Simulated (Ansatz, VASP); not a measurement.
**Two plane-wave programs on GaSb**

Contents of INCAR:

```
PREC = Accurate ; ENCUT = 520
EDIFF = 1E-7 ; ISMEAR = 0
SIGMA = 0.15 ; LREAL = F
LASPH = T ; NELM = 100
ALGO = Normal ; ISIF = 2
LWAVE = F ; LCHARG = T
LELF = T ; LVHAR = T
NBANDS = 16
```

The input KPOINTS:

```
regular mesh
0
Gamma
  18 18 18
```

Contents of POSCAR:

```
GaSb
1.0
   -2.8566877750      2.8566877750      1.5907070000
    2.8566877750     -2.8566877750      1.5907070000
    2.8566877750      2.8566877750     -1.5907070000
Ga Sb
1 1
Direct
    0.2500000000      0.7500000000      0.5000000000
    0.0000000000      0.0000000000      0.0000000000
```

Input for Ansatz:

```yaml
crystal:
  lattice:
    - [-2.856687775, 2.856687775, 1.590707]
    - [2.856687775, -2.856687775, 1.590707]
    - [2.856687775, 2.856687775, -1.590707]
  atoms:
    - { symbol: Ga, position: [0.25, 0.75, 0.5] }
    - { symbol: Sb, position: [0.0, 0.0, 0.0] }
basis:
  ecutwfc: 420
kpoints:
  mp_grid: { grid: [18, 18, 18] }
hamiltonian:
  xc: lda
scf:
  occupations: { method: gaussian, width: 0.15 }
output:
  forces: true
  stress: true
  eigenvalues: true
```

Change from the starting cell: strain +0.0375 x Voigt [1, 1, 0, 0, 0, 0], atoms carried along.

Alike in both runs: task single point; functional LDA; k mesh 18 × 18 × 18; occupations gaussian, width 0.15 eV; no spin polarisation.

```csv
,VASP,Ansatz
version,VASP 6.6.1,Ansatz 0.2.0
potentials or method,"VASP PAW LDA potentials, release 64 (Ga_d, Sb)","scalar-relativistic, plane waves, PAW"
plane-wave cutoff (eV),520,420
valence electrons in the cell,18,28
```

|  | VASP | Ansatz | Ansatz less VASP |
| --- | --- | --- | --- |
| gap on the k mesh at the Fermi level (eV) | none | none | - |
| pressure (GPa) | -6.9 | -7.0 | -0.07 |
| largest component of the traceless stress (GPa) | 0.81 | 0.81 | +0.003 |

A gap of «none» marks a metal or a gap that the smearing closes. The two sets of potentials don't hold the same shells in valence.

Spin-orbit coupling is left out, which matters for the levels of Sb.
